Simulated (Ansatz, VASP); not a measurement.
TiB2 in VASP and in Ansatz

INCAR

```
SYSTEM = TiB2
PREC     = Accurate       ! precision mode
ENCUT    = 520            ! plane-wave cutoff, eV
EDIFF    = 1E-6           ! SCF threshold, eV
ISMEAR   = -1             ! smearing method
SIGMA    = 0.05           ! smearing width, eV
LREAL    = .False.        ! projectors in reciprocal space
LASPH    = .True.         ! aspherical terms in the spheres
NELM     = 60             ! most SCF steps
ALGO     = Normal         ! electronic algorithm
ISIF     = 2              ! what is computed and relaxed
LWAVE    = .False.        ! write WAVECAR
LCHARG   = .True.         ! write CHGCAR
LELF     = .True.         ! ELF
LVHAR    = .True.       
NBANDS   = 16             ! bands
```

Contents of KPOINTS:

```
Automatic mesh
0
Gamma
  10 10 8
  0 0 0
```

The input POSCAR:

```
TiB2
1.0
    3.0886111617      0.0000000000      0.0000000000
   -1.5443055808      2.6748157284      0.0000000000
    0.0000000000      0.0000000000      3.2917180359
Ti B
1 2
Direct
    0.0000000000      0.0000000000      0.0000000000
    0.6666666667      0.3333333333      0.5000000000
    0.3333333333      0.6666666667      0.5000000000
```

Contents of input.yaml:

```yaml
crystal:
  lattice:
    - [3.0886111617, 0.0, 0.0]
    - [-1.5443055808, 2.6748157284, 0.0]
    - [0.0, 0.0, 3.2917180359]
  atoms:
    - { symbol: Ti, position: [0.0, 0.0, 0.0] }
    - { symbol: B, position: [0.6666666667, 0.3333333333, 0.5] }
    - { symbol: B, position: [0.3333333333, 0.6666666667, 0.5] }
kpoints:
  mp_grid: { grid: [10, 10, 8] }
scf:
  occupations: { method: fermi_dirac, width: 0.05 }
hamiltonian:
  xc: lda
  pseudopotentials: { kind: all_electron, lapw: { basis_error: 0.002 } }
output:
  forces: true
  stress: true
  eigenvalues: true
```

Change from the starting cell: volume scaled by 1.06.

Alike in both runs: task single point; functional LDA; k mesh 10 × 10 × 8; occupations fermi-dirac, width 0.05 eV; no spin polarisation.

|  | VASP | Ansatz |
| --- | --- | --- |
| version | VASP 6.6.1 | Ansatz 0.2.0 |
| potentials or method | VASP PAW LDA potentials, release 64 (Ti_sv, B) | all-electron LAPW, scalar-relativistic |
| plane-wave cutoff (eV) | 520 | see its input |

Ansatz gave:

| Item | Value |
| --- | --- |
| gap on the k mesh at the Fermi level (eV) | none |
| pressure (GPa) | -23.5 |
| largest component of the traceless stress (GPa) | 1.31 |

Question: What did VASP give for the same quantities?

Answer: gap on the k mesh at the Fermi level (eV): none; pressure (GPa): -23.0; largest component of the traceless stress (GPa): 1.28.

A gap of «none» marks a metal or a gap that the smearing closes. Ansatz ran all-electron here, so the differences hold the error of VASP's frozen core and of both bases.

Caveats: so large a pressure means that the cell lies far from this level's equilibrium, or that cutoff or potentials fall short (VASP).
